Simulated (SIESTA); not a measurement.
Ti:

```xyz
3
Lattice="4.5674 0.0000 0.0000 -2.2837 3.9555 0.0000 0.0000 0.0000 2.8262" Properties=species:S:1:pos:R:3 pbc="T T T"
Ti    2.2844    1.3199    1.4254
Ti    0.0190    2.6552    1.3569
Ti    0.0164    0.0211    0.0092
```

This isn't the form of Ti at room conditions, which is hcp.

The cell isn't the ideal one: atoms moved at random, drawn with an rms of 0.05 Å.

Base run:

```yaml
Program: SIESTA 5.4.2
Functional: PBE
Potentials_or_basis: PseudoDojo 0.4 standard (PBE files)
Basis: DZP (energy shift 0.003 Ry; two zetas on semicore shells)
Grid_cutoff: 800 Ry
Energy_shift: 0.003 Ry
k_mesh: 7 × 7 × 9
Occupations: fermi-dirac, width 0.05 eV
Spin: no spin polarisation
```

Its results: band gap on the k mesh none (metal or under the smearing width); pressure 1.2 GPa; largest force 0.210 eV/Å.

The run is repeated on the same cell with these changes: functional from PBE to PBEsol; potentials or basis from PseudoDojo 0.4 standard (PBE files) to PseudoDojo 0.4 standard (PBEsol files). What comes out?

Band gap on the k mesh none (metal or under the smearing width); pressure -3.3 GPa; largest force 0.206 eV/Å.

Caveats: the basis of atomic orbitals isn't converged, which shifts pressures, moduli and gaps.
